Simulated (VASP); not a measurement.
BaS:

```
Ba S
1.0
     0.00000    3.21191    3.21191
     3.21191    0.00000    3.21191
     3.21191    3.21191    0.00000
Ba S
1 1
Direct
  0.00000 0.00000 0.00000
  0.50000 0.50000 0.50000
```

Base run:

```yaml
Program: VASP 6.6.1
Functional: PBEsol
Potentials_or_basis: VASP PAW PBE potentials, release 64 (Ba_sv, S)
Cutoff: 520 eV
k_mesh: 6 × 6 × 6
Occupations: gaussian, width 0.01 eV
Spin: no spin polarisation
```

Its results: band gap on the k mesh 2.01 eV, indirect (least direct gap 2.16 eV); pressure -1.2 GPa.

Problem. The run is repeated on the same cell with these changes: functional from PBEsol to HSE06; k mesh from 6 × 6 × 6 to 4 × 4 × 4. What comes out?

Solution. Band gap on the k mesh 3.05 eV, indirect (least direct gap 3.21 eV); pressure 0.2 GPa.

Several settings changed at once, so the effect can't be laid on one alone.

Caveats: some runs use coarse meshes; the PAW data sets were made with another functional, which shifts forces and pressure a little; spin-orbit coupling is left out, which moves the levels of the heavy elements.

A k mesh can miss the band edges.
